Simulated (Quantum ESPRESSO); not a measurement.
# HfO2 (P2_1/c) in Quantum ESPRESSO: band structure with PBE

Aim: the band structure of HfO2 with PBE.

Everything below comes from runs of Quantum ESPRESSO 7.5. Logs are shortened: lines on timing, memory, paths and dates and some standing lists are left out, and cuts for length are marked.

**The experiment to reproduce.**

From “Temperature dependence of self-trapped exciton luminescence in nanostructured hafnia powder”, 2021, arxiv:2112.02602, for a bulk crystal of HfO2: band gap 5.54 eV (indirect).

How close the calculation comes is told below.

**1. The crystal as given**

It takes space group P2_1/c (No. 14, monoclinic). Conventional cell: a = 5.118 Å, b = 5.186 Å, c = 5.284 Å, α = 90.00°, β = 99.35°, γ = 90.00°. Around Hf (site symmetry 1) lie 7 O at 2.03 to 2.25 Å. O (site symmetry 1) has 3 Hf at 2.03 to 2.12 Å as nearest neighbours. Around O (site symmetry 1) lie 4 Hf at 2.14 to 2.25 Å.

**2. Band structure, PBE**

Input file pw.in:

```
&CONTROL
  calculation = 'scf'
  prefix = 'pwscf'
  outdir = './tmp'
  pseudo_dir = './pseudo'
  tprnfor = .true.
  tstress = .true.
  disk_io = 'low'
/
&SYSTEM
  ibrav = 0
  A = 5.118
  nat = 12
  ntyp = 2
  ecutwfc = 84
  nbnd = 62
  occupations = 'smearing'
  smearing = 'fd'
  degauss = 0.00367493
/
&ELECTRONS
  conv_thr = 2.4d-09
  electron_maxstep = 120
  mixing_beta = 0.5
/
ATOMIC_SPECIES
Hf   178.4900 Hf.upf
O     15.9990 O.upf
CELL_PARAMETERS alat
   1.0000000000    0.0000000000    0.0000000000
   0.0000000000    1.0132278234    0.0000000000
  -0.1677731653    0.0000000000    1.0187313678
ATOMIC_POSITIONS alat
Hf     0.1567165990    0.4663887671    0.7212618084
Hf     0.5916236531    0.9730026788    0.8068352433
Hf     0.6755102357    0.5468390563    0.2974695594
Hf     0.2406031816    0.0402251446    0.2118961245
O     -0.0678535390    0.1706275655    0.8625598491
O      0.8161937911    0.6772414771    0.6655372026
O      0.9000803738    0.8426002579    0.1561715187
O      0.0160330436    0.3359863462    0.3531941652
O      0.2842655207    0.7517137222    0.9984586136
O      0.4640747314    0.2450998105    0.5296384381
O      0.5479613140    0.2615141012    0.0202727542
O      0.3681521034    0.7681280129    0.4890929297
K_POINTS automatic
5 5 5 0 0 0
```

Input file bands.in:

```
&CONTROL
  calculation = 'bands'
  prefix = 'pwscf'
  outdir = './tmp'
  pseudo_dir = './pseudo'
  disk_io = 'low'
  verbosity = 'high'
/
&SYSTEM
  ibrav = 0
  A = 5.118
  nat = 12
  ntyp = 2
  ecutwfc = 84
  nbnd = 62
  occupations = 'smearing'
  smearing = 'fd'
  degauss = 0.00367493
/
&ELECTRONS
  conv_thr = 1d-08
  electron_maxstep = 120
  mixing_beta = 0.5
  diago_full_acc = .true.
/
ATOMIC_SPECIES
Hf   178.4900 Hf.upf
O     15.9990 O.upf
CELL_PARAMETERS alat
   1.0000000000    0.0000000000    0.0000000000
   0.0000000000    1.0132278234    0.0000000000
  -0.1677731653    0.0000000000    1.0187313678
ATOMIC_POSITIONS alat
Hf     0.1567165990    0.4663887671    0.7212618084
Hf     0.5916236531    0.9730026788    0.8068352433
Hf     0.6755102357    0.5468390563    0.2974695594
Hf     0.2406031816    0.0402251446    0.2118961245
O     -0.0678535390    0.1706275655    0.8625598491
O      0.8161937911    0.6772414771    0.6655372026
O      0.9000803738    0.8426002579    0.1561715187
O      0.0160330436    0.3359863462    0.3531941652
O      0.2842655207    0.7517137222    0.9984586136
O      0.4640747314    0.2450998105    0.5296384381
O      0.5479613140    0.2615141012    0.0202727542
O      0.3681521034    0.7681280129    0.4890929297
K_POINTS crystal
60
 0.0000000000  0.0000000000  0.0000000000 1
 0.0000000000  0.0000000000  0.0833333333 1
 0.0000000000  0.0000000000  0.1666666667 1
 0.0000000000  0.0000000000  0.2500000000 1
 0.0000000000  0.0000000000  0.3333333333 1
 0.0000000000  0.0000000000  0.4166666667 1
 0.0000000000  0.0000000000  0.5000000000 1
-0.0865462035  0.0000000000  0.5145201305 1
-0.1730924069  0.0000000000  0.5290402610 1
-0.2596386104  0.0000000000  0.5435603915 1
-0.3461848138  0.0000000000  0.5580805220 1
-0.4327310173  0.0000000000  0.5726006525 1
-0.5000000000  0.0000000000  0.5000000000 1
-0.5000000000  0.0833333333  0.5000000000 1
-0.5000000000  0.1666666667  0.5000000000 1
-0.5000000000  0.2500000000  0.5000000000 1
-0.5000000000  0.3333333333  0.5000000000 1
-0.5000000000  0.4166666667  0.5000000000 1
-0.5000000000  0.5000000000  0.5000000000 1
-0.5672689827  0.5000000000  0.4273993475 1
-0.5538151862  0.5000000000  0.3419194780 1
-0.5403613896  0.5000000000  0.2564396085 1
-0.5269075931  0.5000000000  0.1709597390 1
-0.5134537965  0.5000000000  0.0854798695 1
-0.5000000000  0.5000000000  0.0000000000 1
-0.5000000000  0.4285714286  0.0000000000 1
-0.5000000000  0.3571428571  0.0000000000 1
-0.5000000000  0.2857142857  0.0000000000 1
-0.5000000000  0.2142857143  0.0000000000 1
-0.5000000000  0.1428571429  0.0000000000 1
-0.5000000000  0.0714285714  0.0000000000 1
-0.5000000000  0.0000000000  0.0000000000 1
-0.5112114971  0.0000000000  0.0712332246 1
-0.5224229942  0.0000000000  0.1424664492 1
-0.5336344914  0.0000000000  0.2136996738 1
-0.5448459885  0.0000000000  0.2849328984 1
-0.5560574856  0.0000000000  0.3561661229 1
-0.5672689827  0.0000000000  0.4273993475 1
-0.4327310173  0.5000000000  0.5726006525 1
-0.3606091810  0.5000000000  0.5605005437 1
-0.2884873448  0.5000000000  0.5484004350 1
-0.2163655086  0.5000000000  0.5363003262 1
-0.1442436724  0.5000000000  0.5242002175 1
-0.0721218362  0.5000000000  0.5121001087 1
 0.0000000000  0.5000000000  0.5000000000 1
 0.0000000000  0.5000000000  0.4285714286 1
 0.0000000000  0.5000000000  0.3571428571 1
 0.0000000000  0.5000000000  0.2857142857 1
 0.0000000000  0.5000000000  0.2142857143 1
 0.0000000000  0.5000000000  0.1428571429 1
 0.0000000000  0.5000000000  0.0714285714 1
 0.0000000000  0.5000000000  0.0000000000 1
 0.0000000000  0.0000000000  0.5000000000 1
 0.0000000000  0.0714285714  0.5000000000 1
 0.0000000000  0.1428571429  0.5000000000 1
 0.0000000000  0.2142857143  0.5000000000 1
 0.0000000000  0.2857142857  0.5000000000 1
 0.0000000000  0.3571428571  0.5000000000 1
 0.0000000000  0.4285714286  0.5000000000 1
 0.0000000000  0.5000000000  0.5000000000 1
```

Potentials or basis: PseudoDojo 0.5 SR PBE standard.

Started as:

```console
> OMP_NUM_THREADS=1 pw.x -in pw.in > pw.out
> OMP_NUM_THREADS=1 pw.x -in bands.in > bands.out
```

pw.out:

```text
This program is part of the open-source Quantum ESPRESSO suite
     for quantum simulation of materials; please cite
         "P. Giannozzi et al., J. Phys.:Condens. Matter 21 395502 (2009);
         "P. Giannozzi et al., J. Phys.:Condens. Matter 29 465901 (2017);
         "P. Giannozzi et al., J. Chem. Phys. 152 154105 (2020);
     in publications or presentations arising from this work. More details at

     Message from routine setup:
     using ibrav=0 with symmetry is DISCOURAGED, use correct ibrav instead

     G-vector sticks info
     --------------------
     sticks:   dense  smooth     PW     G-vecs:    dense   smooth      PW
     Sum        2545    2545    695                97151    97151   14113

     Using Slab Decomposition

     bravais-lattice index     =            0
     lattice parameter (alat)  =       9.6716  a.u.
     unit-cell volume          =     933.8223 (a.u.)^3
     number of atoms/cell      =           12
     number of atomic types    =            2
     number of electrons       =        96.00
     number of Kohn-Sham states=           62
     kinetic-energy cutoff     =      84.0000  Ry
     charge density cutoff     =     336.0000  Ry
     scf convergence threshold =      2.4E-09
     mixing beta               =       0.5000
     number of iterations used =            8  plain     mixing
     Exchange-correlation= PBE
                           (   1   4   3   4   0   0   0)

     celldm(1)=   9.671618  celldm(2)=   0.000000  celldm(3)=   0.000000
     celldm(4)=   0.000000  celldm(5)=   0.000000  celldm(6)=   0.000000

     crystal axes: (cart. coord. in units of alat)
               a(1) = (   1.000000   0.000000   0.000000 )
               a(2) = (   0.000000   1.013228   0.000000 )
               a(3) = (  -0.167773   0.000000   1.018731 )

     reciprocal axes: (cart. coord. in units 2 pi/alat)
               b(1) = (  1.000000 -0.000000  0.164688 )
               b(2) = (  0.000000  0.986945 -0.000000 )
               b(3) = (  0.000000  0.000000  0.981613 )

     PseudoPot. # 1 for Hf read from file:
     Hf.upf
     Pseudo is Norm-conserving + core correction, Zval = 12.0
     Generated using ONCVPSP code by D. R. Hamann
     Using radial grid of 1656 points,  8 beta functions with:
                l(1) =   0
                l(2) =   0
                l(3) =   1
                l(4) =   1
                l(5) =   2
                l(6) =   2
                l(7) =   3
                l(8) =   3

     PseudoPot. # 2 for O  read from file:
     O.upf
     Pseudo is Norm-conserving + core correction, Zval =  6.0
     Generated using ONCVPSP code by D. R. Hamann
     Using radial grid of  936 points,  5 beta functions with:
                l(1) =   0
                l(2) =   0
                l(3) =   1
                l(4) =   1
                l(5) =   2

     atomic species   valence    mass     pseudopotential
     Hf               12.00   178.49000     Hf( 1.00)
     O                 6.00    15.99900     O ( 1.00)

      4 Sym. Ops., with inversion, found ( 2 have fractional translation)

   Cartesian axes

     site n.     atom                  positions (alat units)
         1        Hf     tau(   1) = (   0.1567166   0.4663888   0.7212618  )
         2        Hf     tau(   2) = (   0.5916237   0.9730027   0.8068352  )
         3        Hf     tau(   3) = (   0.6755102   0.5468391   0.2974696  )
         4        Hf     tau(   4) = (   0.2406032   0.0402251   0.2118961  )
         5        O      tau(   5) = (  -0.0678535   0.1706276   0.8625598  )
         6        O      tau(   6) = (   0.8161938   0.6772415   0.6655372  )
         7        O      tau(   7) = (   0.9000804   0.8426003   0.1561715  )
         8        O      tau(   8) = (   0.0160330   0.3359863   0.3531942  )
         9        O      tau(   9) = (   0.2842655   0.7517137   0.9984586  )
        10        O      tau(  10) = (   0.4640747   0.2450998   0.5296384  )
        11        O      tau(  11) = (   0.5479613   0.2615141   0.0202728  )
        12        O      tau(  12) = (   0.3681521   0.7681280   0.4890929  )

     number of k points=    39  Fermi-Dirac smearing, width (Ry)=  0.0037
                       cart. coord. in units 2pi/alat
        k(    1) = (   0.0000000   0.0000000   0.0000000), wk =   0.0160000
        k(    2) = (   0.0000000   0.0000000   0.1963226), wk =   0.0320000
        k(    3) = (   0.0000000   0.0000000   0.3926452), wk =   0.0320000
        k(    4) = (   0.0000000   0.1973890   0.0000000), wk =   0.0320000
        k(    5) = (   0.0000000   0.1973890   0.1963226), wk =   0.0640000
        k(    6) = (   0.0000000   0.1973890   0.3926452), wk =   0.0640000
[... 31 lines left out ...]
        k(   38) = (   0.4000000   0.3947779  -0.3267699), wk =   0.0640000
        k(   39) = (   0.4000000   0.3947779  -0.1304473), wk =   0.0640000

     Dense  grid:    97151 G-vectors     FFT dimensions: (  60,  60,  60)

     Initial potential from superposition of free atoms

     starting charge      95.9926, renormalised to      96.0000
     Starting wfcs are   72 randomized atomic wfcs

     Self-consistent Calculation

     iteration #  1     ecut=    84.00 Ry     beta= 0.50
     Davidson diagonalization with overlap
     ethr =  1.00E-02,  avg # of iterations =  2.1

     total energy              =    -716.23060121 Ry
     estimated scf accuracy    <       4.21152125 Ry

     iteration #  2     ecut=    84.00 Ry     beta= 0.50
     Davidson diagonalization with overlap
     ethr =  4.39E-03,  avg # of iterations =  2.8
[... 4 lines left out ...]
     iteration #  3     ecut=    84.00 Ry     beta= 0.50
     Davidson diagonalization with overlap
     ethr =  1.11E-03,  avg # of iterations =  2.0

     total energy              =    -717.71006294 Ry
     estimated scf accuracy    <       0.03900051 Ry

     iteration #  4     ecut=    84.00 Ry     beta= 0.50
     Davidson diagonalization with overlap
     c_bands:  1 eigenvalues not converged
     ethr =  4.06E-05,  avg # of iterations =  7.6

     total energy              =    -717.72082051 Ry
     estimated scf accuracy    <       0.01995676 Ry

     iteration #  5     ecut=    84.00 Ry     beta= 0.50
     Davidson diagonalization with overlap
     ethr =  2.08E-05,  avg # of iterations =  3.7

     total energy              =    -717.72128448 Ry
     estimated scf accuracy    <       0.00375405 Ry

     iteration #  6     ecut=    84.00 Ry     beta= 0.50
     Davidson diagonalization with overlap
     c_bands:  1 eigenvalues not converged
     ethr =  3.91E-06,  avg # of iterations =  7.5

     total energy              =    -717.72196900 Ry
     estimated scf accuracy    <       0.00008062 Ry

     iteration #  7     ecut=    84.00 Ry     beta= 0.50
     Davidson diagonalization with overlap
     ethr =  8.40E-08,  avg # of iterations =  4.7

     total energy              =    -717.72201940 Ry
     estimated scf accuracy    <       0.00004845 Ry
[... 19 lines left out ...]
     total energy              =    -717.72202681 Ry
     estimated scf accuracy    <       0.00000003 Ry

     iteration # 11     ecut=    84.00 Ry     beta= 0.50
     Davidson diagonalization with overlap
     ethr =  3.14E-11,  avg # of iterations =  3.8

     End of self-consistent calculation

          k = 0.0000 0.0000 0.0000 ( 12117 PWs)   bands (ev):

   -49.7130 -49.6938 -49.6903 -49.6897 -18.7578 -18.7277 -18.7041 -18.5096
   -18.4483 -18.4099 -18.3874 -18.3511 -18.3202 -18.3130 -18.2631 -18.2105
    -7.3035  -5.9566  -5.8012  -5.7754  -5.2761  -5.2071  -5.1519  -5.0359
     5.2445   5.3531   5.8535   6.0617   6.1753   6.5260   7.3301   7.5898
     7.7490   7.9297   7.9943   8.1223   8.7042   8.8031   8.8726   8.8816
     9.1060   9.5493   9.6217   9.7092  10.1610  10.1694  10.5203  10.6941
    15.2932  15.8562  16.0272  16.2482  16.4227  16.6515  16.9635  17.0935
    17.3301  17.4253  18.0285  18.0561  18.2814  18.6888
[... 410 lines left out ...]
   -49.7029 -49.6998 -49.6927 -49.6914 -18.7213 -18.6961 -18.6508 -18.6102
   -18.4839 -18.4216 -18.3709 -18.3417 -18.3142 -18.3022 -18.2687 -18.2507
    -6.5416  -6.2577  -5.8784  -5.8385  -5.4346  -5.3504  -5.1563  -5.1356
     5.9308   6.1626   6.3102   6.5062   6.6225   6.6961   6.8598   6.9937
     7.4835   7.8310   8.0012   8.2323   8.3564   8.4439   8.8474   9.0545
     9.1282   9.3829   9.4654   9.5150   9.7401   9.7968   9.9029  10.0725
    15.4159  15.5509  15.9638  16.1980  16.5854  16.6455  16.9472  17.1003
    17.2732  17.5790  18.1288  18.3757  18.7405  18.8736

     the Fermi energy is    13.4011 ev

!    total energy              =    -717.72202681 Ry
     estimated scf accuracy    <          2.0E-09 Ry
     smearing contrib. (-TS)   =      -0.00000000 Ry
     internal energy E=F+TS    =    -717.72202681 Ry

     The total energy is F=E-TS. E is the sum of the following terms:
     one-electron contribution =    -141.48260181 Ry
     hartree contribution      =     125.33285754 Ry
     xc contribution           =    -181.79901617 Ry
     ewald contribution        =    -519.77326638 Ry

     convergence has been achieved in  11 iterations

     Forces acting on atoms (cartesian axes, Ry/au):

     atom    1 type  1   force =     0.00415568   -0.00078354    0.00211695
     atom    2 type  1   force =    -0.00415568   -0.00078354   -0.00211695
     atom    3 type  1   force =    -0.00415568    0.00078354   -0.00211695
     atom    4 type  1   force =     0.00415568    0.00078354    0.00211695
     atom    5 type  2   force =    -0.01538289   -0.00674314   -0.00507874
     atom    6 type  2   force =     0.01538289   -0.00674314    0.00507874
     atom    7 type  2   force =     0.01538289    0.00674314    0.00507874
     atom    8 type  2   force =    -0.01538289    0.00674314   -0.00507874
     atom    9 type  2   force =    -0.00464962    0.00098809   -0.00342547
     atom   10 type  2   force =     0.00464962    0.00098809    0.00342547
     atom   11 type  2   force =     0.00464962   -0.00098809    0.00342547
     atom   12 type  2   force =    -0.00464962   -0.00098809   -0.00342547

     Total force =     0.038189     Total SCF correction =     0.000044

     Computing stress (Cartesian axis) and pressure

          total   stress  (Ry/bohr**3)                   (kbar)     P=       33.60
   0.00022574   0.00000000   0.00002540           33.21        0.00        3.74
   0.00000000   0.00018072   0.00000000            0.00       26.59        0.00
   0.00002540   0.00000000   0.00027871            3.74        0.00       41.00

=------------------------------------------------------------------------------=
   JOB DONE.
=------------------------------------------------------------------------------=
```

Wall time 24 min (1 thread of Arm Neoverse V2, shared host); peak memory 0.82 GiB.

What came out:

- Free energy: -9765.1056 eV
- Pressure: 3.4 GPa
- Largest force: 0.451 eV/Å
- Band gap on the k mesh: 4.21 eV, indirect (least direct gap 4.28 eV)
- Band gap along the path: 4.16 eV, indirect (least direct gap 4.24 eV)

Forces on the atoms (eV/Å):
```
Hf   0.107 -0.020  0.054
Hf  -0.107 -0.020 -0.054
Hf  -0.107  0.020 -0.054
Hf   0.107  0.020  0.054
O   -0.396 -0.173 -0.131
O    0.396 -0.173  0.131
O    0.396  0.173  0.131
O   -0.396  0.173 -0.131
O   -0.120  0.025 -0.088
O    0.120  0.025  0.088
O    0.120 -0.025  0.088
O   -0.120 -0.025 -0.088
```

Levels at the corners of the path, in eV from the valence-band top:
| point | band 46 | band 47 | band 48 | band 49 | band 50 | band 51 |
| --- | --- | --- | --- | --- | --- | --- |
| Γ | -0.52 | -0.17 | 0.00 | 4.60 | 5.16 | 5.33 |
| Y | -0.82 | -0.48 | -0.48 | 4.84 | 4.84 | 5.29 |
| H | -0.74 | -0.65 | -0.35 | 4.39 | 4.60 | 5.50 |
| C | -0.96 | -0.50 | -0.50 | 4.48 | 4.48 | 5.60 |
| E | -1.03 | -0.74 | -0.74 | 4.65 | 4.65 | 5.35 |
| M1 | -1.02 | -0.70 | -0.70 | 4.67 | 4.67 | 5.38 |
| A | -0.89 | -0.58 | -0.58 | 4.87 | 4.87 | 5.34 |
| X | -0.56 | -0.49 | -0.09 | 4.16 | 5.21 | 5.29 |
| H1 | -0.74 | -0.65 | -0.35 | 4.39 | 4.60 | 5.50 |
| M | -1.02 | -0.70 | -0.70 | 4.67 | 4.67 | 5.38 |
| D | -0.90 | -0.62 | -0.62 | 5.03 | 5.03 | 5.19 |
| Z | -0.79 | -0.43 | -0.43 | 5.14 | 5.14 | 5.64 |
| Y | -0.82 | -0.48 | -0.48 | 4.84 | 4.84 | 5.29 |
| D | -0.90 | -0.62 | -0.62 | 5.03 | 5.03 | 5.19 |

Caveat: some levels on the path didn't converge; spin-orbit coupling is left out, which moves the levels of the heavy elements.

**3. Comparison with measurements**

Step 2. Against the measured gap of HfO2, 5.54 eV (indirect; quoted in “Temperature dependence of self-trapped exciton luminescence in nanostructured hafnia powder”, 2021, arxiv:2112.02602), the calculated 4.16 eV is off by -1.38 eV. Spin-orbit coupling on Hf is left out. The value is that of PBE, without temperature or zero-point motion. Semilocal functionals fall short of measured gaps as a rule.
